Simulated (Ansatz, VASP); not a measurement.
**Two plane-wave programs on AgCl**

```
Ag Cl
1.0
     0.00000    2.80602    2.80602
     2.80602    0.00000    2.80602
     2.80602    2.80602    0.00000
Ag Cl
1 1
Cartesian
  2.8480 2.8480 2.8060
  -0.1278 -0.1278 0.0000
```

Change from the starting cell: mode 4 frozen in at -0.128 Å and mode 5 at -0.128 Å (largest displacements).

Alike in both runs: task single point; functional PBE; k mesh 8 × 8 × 8; occupations gaussian, width 0.05 eV; no spin polarisation.

|  | VASP | Ansatz |
| --- | --- | --- |
| version | VASP 6.6.1 | Ansatz 0.2.0 |
| potentials or method | VASP PAW PBE potentials, release 64 (Ag, Cl) | scalar-relativistic, plane waves, PAW |
| plane-wave cutoff (eV) | 520 | 420 |
| valence electrons in the cell | 18 | 26 |

```csv
,VASP,Ansatz,Ansatz less VASP
gap on the k mesh at the Fermi level (eV),0.89,0.89,+0.003
least direct gap on the mesh (eV),2.44,2.44,+0.002
pressure (GPa),0.7,0.8,+0.13
largest component of the traceless stress (GPa),0.73,0.74,+0.005
rms of the force components (eV/Å),0.127,0.130,+0.0021
```

Atom by atom the forces differ by 0.002 eV/Å (rms over components). The functional is the same, so the differences come from potentials, cutoffs and numerics. The two sets of potentials don't hold the same shells in valence.

A k mesh can miss the band edges.
